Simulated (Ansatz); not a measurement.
Data sheet: ZrO₂ (DFT)

ZrO$_{2}$:
Space group P4₂/nmc, origin choice 1 (No. 137); a = b = 3.5845 Å, c = 5.1788 Å, α = β = γ = 90.00°

```
atom  site  symmetry       x       y       z
----  ----  --------  ------  ------  ------
Zr      2a      -4m2  0.0000  0.0000  0.0000
O       4d      2mm.  0.5000  0.0000  0.2011
```

Space group P4_2/nmc (No. 137); conventional cell a = 3.584 Å, b = 3.584 Å, c = 5.179 Å, α = 90.00°, β = 90.00°, γ = 90.00°.

Method: plane-wave PAW PBEsol (Ansatz code). Structure relaxed to zero pressure with the same functional. Other levels are named where they apply.

**Cell and energy**

| Quantity | Value |
|---|---|
| Volume per atom | 11.09 Å³ |
| Density | 6.15 g/cm³ |
| Formation energy from the elements (no fitted shifts) | -3.45 eV/atom |

**Electronic structure**

| Quantity | Result |
|---|---|
| Band gap | 4.00 eV (indirect) |
| Valence-band maximum | on the M–Γ line, 57 % of the way from M |
| Conduction-band minimum | at Γ |
| Smallest direct gap on the standard path | 4.12 eV |
| Electron effective mass | 0.57, 0.57, 2.1 mₑ (principal values) |
| Electron effective mass with spin–orbit coupling | 0.57, 0.57, 2.1 mₑ (principal values) |
| Hole effective mass | 0.69, 2.3, 14 mₑ (principal values) |
| Hole effective mass with spin–orbit coupling | 0.69, 2.3, 10 mₑ (principal values) |
| HSE06 gap on the PBEsol cell | 5.73 eV |
| Gap with spin–orbit coupling | 4.00 eV |

**Mechanics**

| Property | Result |
|---|---|
| Bulk modulus (Birch–Murnaghan fit) | 181 GPa |
| Pressure derivative B′ | 5.9 |

This is a known high-temperature phase of the composition, computed here at zero pressure and temperature. Symmetry was held in the PBEsol relaxation; its stability against distortions is not shown here. The run is not spin-polarised. The references are the lowest solids computed at this level, not always the standard phases (solids in place of the gases). Scalar-relativistic: spin–orbit coupling is off unless named, which matters more the heavier the elements.

Potentials: the earlier of the program's two PAW sets. The files were generated under PBE; for other functionals the program regenerates the frozen cores, and for LDA and PBEsol the local potential too.
